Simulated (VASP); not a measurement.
Input of a VASP 6.6.1 run:

The input INCAR:

```
SYSTEM = Zn
PREC = Accurate
ENCUT = 520
EDIFF = 1E-6
ISMEAR = 0
SIGMA = 0.15
LREAL = .False.
LASPH = .True.
NELM = 100
ALGO = Normal
ISIF = 2
LWAVE = .False.
LCHARG = .True.
GGA = PS
LELF = .True.
LVHAR = .True.
NBANDS = 12
```

Contents of KPOINTS:

```
Automatic mesh
0
Gamma
  20 20 20
  0 0 0
```

File POSCAR:

```
Zn
1.0
    0.0000000000      1.9058327200      1.9647760000
    1.9058327200      0.0000000000      1.9647760000
    1.9058327200      1.9058327200      0.0000000000
Zn
1
Direct
    0.0000000000      0.0000000000      0.0000000000
```

Potentials or basis: VASP PAW PBE potentials, release 64 (Zn).

The run is started by

```bash
$ cat potpaw_PBE.64/Zn/POTCAR > POTCAR
$ mpirun -np 1 vasp_std > vasp.out
```

(1) What does it give for the pressure?

(2) Estimate the band gap on the k mesh.

Results:

(1) -0.2 GPa.

(2) none (metal or under the smearing width).

Caveat: the PAW data sets were made with another functional, which shifts forces and pressure a little.
